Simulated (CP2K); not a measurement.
The system is GaP.

```
Ga P
1.0
     3.85409    0.00000    0.00000
     1.92704    3.33774    0.00000
     1.92704    1.11258    3.14685
Ga P
1 1
Direct
  0.00000 0.00000 0.00000
  0.75000 0.75000 0.75000
```

Base run:

| Item | Value |
| --- | --- |
| Program | CP2K 2026.2 |
| Functional | PBE |
| Potentials or basis | POTENTIAL_UZH Ga GTH-PBE-q13, P GTH-PBE-q5; TZVP-MOLOPT-PBE-GTH basis |
| Density cutoff | 9184 eV |
| k mesh | 8 × 8 × 8 |
| Occupations | fermi-dirac, width 0.05 eV |
| Spin | no spin polarisation |

Its results: band gap on the k mesh 1.66 eV, indirect (least direct gap 1.78 eV); pressure 3.0 GPa.

Question: The run is repeated on the same cell with these changes: functional from PBE to AM05. What comes out?

Answer: Band gap on the k mesh 1.57 eV, indirect (least direct gap 1.72 eV); pressure 0.5 GPa.

AM05 binds more tightly than PBE, so the same cell stands under less pressure.

Caveats: the basis of atomic orbitals isn't converged, which shifts pressures, moduli and gaps; the potentials were made for another functional, which shifts forces and pressure (some runs).

A k mesh can miss the band edges.
